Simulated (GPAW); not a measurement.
# TiSi2 (Cmcm) in GPAW: single point with PBE

Aim: the single point of TiSi2 with PBE.

Everything below comes from runs of GPAW 26.7.0. Logs are shortened: lines on timing, memory, paths and dates and some standing lists are left out, and cuts for length are marked. The log counts tension as positive stress, the text compression.

**1. The crystal as given**

The structure is orthorhombic, space group Cmcm (No. 63). Conventional cell: a = 3.530 Å, b = 13.519 Å, c = 3.565 Å, α = 90.00°, β = 90.00°, γ = 90.00°. Ti (site symmetry m2m) has 10 Si at 2.58 to 2.81 Å as nearest neighbours. Si (site symmetry m2m) is surrounded by 4 Si at 2.51 Å and 4 Ti at 2.66 to 2.67 Å. Si (site symmetry m2m) is surrounded by 2 Si at 2.38 Å and 4 Ti at 2.58 Å.

The cell comes from a database or a generator and needn't be the stable form of this composition.

**2. Single point, PBE**

File run.py:

```python
from ase.dft.bandgap import bandgap
from ase.io import read, write
from ase.units import GPa
from gpaw import GPAW, PW

atoms = read('TiSi2.xyz')

calc = GPAW(mode=PW(500),
            xc='PBE',
            kpts={'size': (6, 6, 6), 'gamma': True},
            occupations={'name': 'fermi-dirac', 'width': 0.05},
            nbands=38,
            maxiter=120,
            txt='gpaw.txt')
atoms.calc = calc
energy = atoms.get_potential_energy()
forces = atoms.get_forces()
stress = atoms.get_stress()
calc.write('gs.gpw')
write('result.traj', atoms)
print(f'Energy: {energy:.6f} eV')
print('Forces (eV/A):')
print(forces.round(4))
print('Stress (GPa):', (stress / GPa).round(3))
print('Fermi level:', round(calc.get_fermi_level(), 4), 'eV')
print(f'Gap: {bandgap(calc)[0]:.4f} eV, direct: {bandgap(calc, direct=True)[0]:.4f} eV')
```

File TiSi2.xyz:

```xyz
6
Lattice="1.7651050250 -6.7592815350 0.0000000000 1.7651050250 6.7592815350 0.0000000000 0.0000000000 0.0000000000 3.5651739700" Properties=species:S:1:pos:R:3 pbc="T T T"
Ti     1.7651050250      5.3652732669      0.8912934925
Ti     1.7651050250     -5.3652732669      2.6738804775
Si     1.7651050250     -3.3838966815      0.8912934925
Si     1.7651050250      3.3838966815      2.6738804775
Si     1.7651050250      0.7874759007      0.8912934925
Si     1.7651050250     -0.7874759007      2.6738804775
```

Potentials or basis: GPAW PAW data sets (gpaw-data 1.2.1), pw.

The run is started by

```sh
> OMP_NUM_THREADS=1 python run.py
```

gpaw.txt:

```text
__  _  _
 | _ |_)|_||  |
 |__||  | ||/\| - 26.7.0

Input parameters:
  mode=PW(ecut=500.0),
  kpts=MonkhorstPack(size=(6, 6, 6), gamma=True),
  maxiter=120,
  nbands=38,
  occupations=Occupations(name='fermi-dirac', width=0.05),
  xc=XC(name='PBE')

Diagonalizing LCAO Hamiltonian
Converting LCAO to pw mode

             Si
              Ti
          Si

           Si
       Ti
        Si

Atoms  # Å, Bohr magnetons
|   | symbol |        x |         y |        z |    initial magnetic moments |
|---|--------|----------|-----------|----------|-----------------------------|
| 0 |     Ti | 1.765105 |  5.365273 | 0.891293 | ( 0.0000,  0.0000,  0.0000) |
| 1 |     Ti | 1.765105 | -5.365273 | 2.673880 | ( 0.0000,  0.0000,  0.0000) |
| 2 |     Si | 1.765105 | -3.383897 | 0.891293 | ( 0.0000,  0.0000,  0.0000) |
| 3 |     Si | 1.765105 |  3.383897 | 2.673880 | ( 0.0000,  0.0000,  0.0000) |
| 4 |     Si | 1.765105 |  0.787476 | 0.891293 | ( 0.0000,  0.0000,  0.0000) |
| 5 |     Si | 1.765105 | -0.787476 | 2.673880 | ( 0.0000,  0.0000,  0.0000) |

Unit cell  # Å
| periodic |        x |         y |        z |  lengths |     angles |
|----------|----------|-----------|----------|----------|------------|
|      yes | 1.765105 | -6.759282 | 0.000000 | 6.985949 |  90.000000 |
|      yes | 1.765105 |  6.759282 | 0.000000 | 6.985949 |  90.000000 |
|      yes | 0.000000 |  0.000000 | 3.565174 | 3.565174 | 150.729457 |

Number of symmetries: 4
Symmetry operations  # r_c * U_cc + t_c -> r_c
|   | kind |            matrix            |
|---|------|------------------------------|
| 0 |  E   |  1, 0, 0,  0, 1, 0,  0, 0, 1 |
| 1 |  C2  |  0, 1, 0,  1, 0, 0,  0, 0,-1 |
| 2 |  σ   |  0,-1, 0, -1, 0, 0,  0, 0, 1 |
| 3 |  i   | -1, 0, 0,  0,-1, 0,  0, 0,-1 |

BZ-sampling:
  Number of BZ points: 216
  Number of IBZ points: 68

  Monkhorst-Pack size: [6, 6, 6]
  Monkhorst-Pack shift: [0.08333333333333333, 0.08333333333333333, 0.08333333333333333]

K-points  # in reciprocal-cell coordinates
|     |                                coordinates |     weight |
|-----|--------------------------------------------|------------|
|   0 | (  0.00000000,   0.00000000,   0.00000000) | 0.00462963 |
|   1 | (  0.00000000,   0.00000000,   0.16666667) | 0.00925926 |
|   2 | (  0.00000000,   0.00000000,   0.33333333) | 0.00925926 |
|   3 | (  0.00000000,   0.00000000,   0.50000000) | 0.00462963 |
|   4 | (  0.16666667,  -0.16666667,  -0.33333333) | 0.00925926 |
|   5 | (  0.16666667,  -0.16666667,  -0.16666667) | 0.00925926 |
|   6 | (  0.16666667,  -0.16666667,   0.00000000) | 0.00925926 |
|   7 | (  0.16666667,  -0.16666667,   0.16666667) | 0.00925926 |
|   8 | (  0.16666667,  -0.16666667,   0.33333333) | 0.00925926 |
|   9 | (  0.16666667,  -0.16666667,   0.50000000) | 0.00925926 |
| ... |                                            |            |
|  67 | (  0.50000000,   0.50000000,   0.50000000) | 0.00462963 |

Plane wave coefficients: 2188
Cutoff: 500.0 eV

Spin-components: 1 (collinear spins)
Bands:           38
Projectors:      32
Spin-degeneracy: 2
Datatype:        complex128

Parallelization:
  kpt:    1
  domain: 1
  band:   1

Density:
  Valence electrons: 40.0
  Components: 1
  Grid points: [40 40 20]
  Charge: 0.0  # |e|

Potential:
  Grid points: [40 40 20]

species:
  Ti:
    name:    Titanium
    Z:       22.0
    valence: 12
    core:    10
    charge:  0.0  # [|e|]
    compensation charges:
      type: gauss
      rc: 0.38  # [Å]
      lmax: 2
    cutoffs:
      filter: 2.23  # [Å]
      core: 1.02  # [Å]
    projectors
    | kind |    occ | energy [eV] | rcut [Å] |
    |------|--------|-------------|----------|
    |   3s |  2.000 |     -62.623 |    1.270 |
    |   4s |  2.000 |      -4.466 |    1.270 |
    |   3p |  6.000 |     -38.862 |    1.058 |
    |   4p |  0.000 |      -1.466 |    1.058 |
    |   3d |  2.000 |      -4.258 |    1.058 |
    |    d |        |      22.953 |    1.058 |

    Using partial waves for Ti as LCAO basis

  Si:
    name:    Silicon
    Z:       14.0
    valence: 4
    core:    10
    charge:  0.0  # [|e|]
    compensation charges:
      type: gauss
      rc: 0.33  # [Å]
      lmax: 2
    cutoffs:
      filter: 1.86  # [Å]
      core: 2.06  # [Å]
    projectors
    | kind |    occ | energy [eV] | rcut [Å] |
    |------|--------|-------------|----------|
    |   3s |  2.000 |     -10.812 |    1.058 |
    |   3p |  2.000 |      -4.081 |    1.058 |
    |    s |        |      16.399 |    1.058 |
    |    p |        |      23.130 |    1.058 |
    |    d |        |       0.000 |    1.058 |

    Using partial waves for Si as LCAO basis

Reference energy: -77993.405564  # eV

eigensolver:
  PPCG
  Converge bands: occupied
  niter=2

density mixing:
  MSR1-Mixer
  Pratt-step length: 0.05
  Maximum mixing coefficient: 0.75
  Old densities: 10
  SVD Regularization: 0.005
  Good broyden scale: 1.0
  Trust region scale: 1.0
  Backstep threshold: 4.0
  History deletion threshold: 6.0
  Fourier metric: weight=20.0, sigma=0.015

occupation numbers:
  Fermi-Dirac:
    width: 0.0500  # eV

poisson solver:
  ecut: 4000.0  # eV

xc functional:
  name: PBE with 2 nearest neighbor stencil

convergence criteria:
- Maximum [total energy] change in last 3 cyles: 0.0005 eV / valence electron
- Maximum integral of absolute [dens]ity change: 0.0001 electrons / valence electron
- Maximum integral of absolute [eigenst]ate change: 4e-08 eV^2 / valence electron
maximum number of iterations: 120

SCF iterations
|iter     | |      energy | eigst |  dens |
|---------|-|-------------|-------|-------|
|iter:   1| |  -38.236298 | +0.38 |       |
|iter:   2| |  -38.347989 | -2.03 | -1.23 |
|iter:   3| |  -38.673979 | -1.18 | -1.25 |
|iter:   4| |  -38.263460 | -1.45 | -1.40 |
|iter:   5| |  -38.240089 | -2.29 | -1.71 |
|iter:   6| |  -38.230745 | -3.01 | -2.07 |
|iter:   7| |  -38.228003c| -3.63 | -2.36 |
|iter:   8| |  -38.228047c| -5.11 | -3.09 |
|iter:   9| |  -38.228048c| -6.67 | -3.82 |
|iter:  10| |  -38.228048c| -8.04c| -4.43c|

Converged in 10 steps
Energy contributions relative to reference atoms: (reference = -77993.405564)

Energy contributions:
  Kinetic:          43.339544
  Coulomb:         -34.378063
  Zero:             -0.204938
  External:          0.000000
  Xc:              -46.977176
  Entropy:          -0.014829
  Spinorbit:         0.000000
  ----------------------------
  Free energy:     -38.235462
  Extrapolated:    -38.228048

dipole moment: (-0.000009, -0.000000, -0.000009)  # |e|*Ang

Fermi level: 10.125
Eigenvalues  # (at kpt = [0.000, 0.000, 0.000])
| band index |      eig [eV] | occ [0-2] |
|------------|---------------|-----------|
|          0 |       -46.680 |     2.000 |
|        ... |               |           |
|         11 |         6.725 |     2.000 |
|         12 |         7.030 |     2.000 |
|         13 |         7.208 |     2.000 |
|         14 |         7.516 |     2.000 |
|         15 |         7.584 |     2.000 |
|         16 |         7.974 |     2.000 |
|         17 |         8.024 |     2.000 |
|         18 |         8.051 |     2.000 |
|         19 |        10.599 |     0.000 |
|         20 |        10.832 |     0.000 |
|         21 |        10.955 |     0.000 |
|         22 |        11.021 |     0.000 |
|         23 |        11.486 |     0.000 |
|         24 |        11.503 |     0.000 |
|         25 |        12.227 |     0.000 |
|         26 |        12.733 |     0.000 |
|        ... |               |           |
|         37 |        20.124 |     0.000 |

No gap
No difference between direct/indirect transitions

Forces  # eV/Ang
|       x |        y |        z |
|---------|----------|----------|
| 0.00000 |  0.03936 | -0.00000 |  # Ti   0
| 0.00000 | -0.03936 |  0.00000 |  # Ti   1
| 0.00000 | -0.03969 | -0.00000 |  # Si   2
| 0.00000 |  0.03969 |  0.00000 |  # Si   3
| 0.00000 |  0.23287 | -0.00000 |  # Si   4
| 0.00000 | -0.23287 |  0.00000 |  # Si   5

Stress tensor  # eV/Ang^3
|         x |         y |         z |
|-----------|-----------|-----------|
| -0.016369 |  0.000000 |  0.000000 |
|  0.000000 | -0.013780 |  0.000000 |
|  0.000000 |  0.000000 | -0.015775 |

# Writing to gs.gpw (mode='')
```

Wall time 5.1 min (1 thread of Arm Neoverse N1, shared host); peak memory 0.31 GiB.

What came out:

- Free energy: -38.2355 eV
- Pressure: 2.5 GPa
- Largest force: 0.233 eV/Å
- Band gap on the k mesh: none (metal or under the smearing width)

Forces on the atoms (eV/Å):
```
Ti   0.000  0.039  0.000
Ti   0.000 -0.039  0.000
Si   0.000 -0.040  0.000
Si   0.000  0.040  0.000
Si   0.000  0.233  0.000
Si   0.000 -0.233  0.000
```

Levels at points of the mesh, in eV from the Fermi level:
| k point | band 16 | band 17 | band 18 | band 19 | band 20 | band 21 | band 22 | band 23 | band 24 | band 25 |
| --- | --- | --- | --- | --- | --- | --- | --- | --- | --- | --- |
| (0.00, 0.00, 0.00) | -2.54 | -2.15 | -2.10 | -2.07 | 0.47 | 0.71 | 0.83 | 0.90 | 1.36 | 1.38 |
| (0.00, 0.00, 0.50) | -2.29 | -1.63 | -1.63 | -0.04 | -0.04 | 0.83 | 0.83 | 1.47 | 1.47 | 1.66 |
| (0.50, 0.00, 0.00) | -2.48 | -1.67 | -1.47 | -0.67 | -0.57 | -0.54 | 1.15 | 1.48 | 1.66 | 1.80 |
| (0.50, 0.00, 0.50) | -4.07 | -3.23 | -3.23 | -2.44 | -2.44 | 1.76 | 1.76 | 1.89 | 1.89 | 2.52 |
| (0.50, 0.50, 0.00) | -2.64 | -2.53 | -1.96 | -1.18 | 0.40 | 0.65 | 0.75 | 0.93 | 1.13 | 2.10 |
| (0.50, 0.50, 0.50) | -3.36 | -2.04 | -2.04 | -0.88 | -0.88 | 0.47 | 0.47 | 1.68 | 1.68 | 2.43 |

Caveat: the cutoff is short for stress and forces, so pressures can be off by a GPa or more; the program warned that so skewed a cell can give wrong results.
